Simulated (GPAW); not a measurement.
Input of a GPAW 26.7.0 run:

Contents of run.py:

```python
import numpy as np
from ase import Atoms
from ase.dft.bandgap import bandgap
from ase.io import write
from gpaw import GPAW, PW
from gpaw.response.df import DielectricFunction

atoms = Atoms(['N', 'B'],
              cell=[[2.5080409239, 0.0, 0.0],
                    [-1.2467107647, 2.1762310413, 0.0],
                    [-0.6306650796, -1.0881155206, 3.02254]],
              scaled_positions=[[0.668506, 0.332385, 0.984999],
                                [0.979643, 0.983499, 0.001806]],
              pbc=True)

calc = GPAW(mode=PW(650),
            xc='GLLBSC',
            kpts={'size': (10, 10, 7), 'gamma': True},
            occupations={'name': 'fermi-dirac', 'width': 0.001},
            nbands=11,
            convergence={'density': 1e-06},
            maxiter=150,
            txt='gpaw.txt')
atoms.calc = calc
energy = atoms.get_potential_energy()
calc.write('gs.gpw')
write('result.traj', atoms)
print('Fermi level:', round(calc.get_fermi_level(), 4), 'eV')
print(f'Gap: {bandgap(calc)[0]:.4f} eV, direct: {bandgap(calc, direct=True)[0]:.4f} eV')

for size in [(12, 12, 8)]:
    name = 'x'.join(str(n) for n in size)
    dense = calc.fixed_density(kpts={'size': size, 'gamma': True},
                               nbands=30, convergence={'bands': 24, 'eigenstates': 1e-7},
                               update_fermi_level=True, txt=f'dense-{name}.txt')
    dense.write(f'{name}.gpw', mode='all')
    df = DielectricFunction(f'{name}.gpw', frequencies=np.array([0.0]), hilbert=False, eta=0.001,
                            ecut=80, nbands=24, intraband=False, txt=f'df-{name}.txt')
    for xc in ['RPA']:
        for direction in ['x', 'y', 'z', [0, 1, 1], [1, 0, 1], [1, 1, 0]]:
            e0, e = df.get_macroscopic_dielectric_constant(xc=xc, direction=direction)
            print(f'{name} {xc} {direction}: {e0:.4f} without, {e:.4f} with local fields')
```

Potentials or basis: the program's PAW data sets (release 1.2.1) made for this functional, pw.

The run is started by

```console
$ OMP_NUM_THREADS=1 python run.py
```

Task: Predict the electronic dielectric tensor (diagonal).

Result: 4.10, 4.34, 2.67.

Task: What does it give for the band gap on the k mesh, Kohn-Sham part alone?

Result: 3.84 eV, indirect (least direct gap 5.66 eV).

Electronic dielectric tensor:
```
 4.10 -0.12  0.02
-0.12  4.34 -0.01
 0.02 -0.01  2.67
```

Caveat: a model potential gives levels but no total energy; the long-wavelength limit can be off by a per cent or two; response on these states lacks terms of the Hamiltonian. A k mesh can miss the band edges.
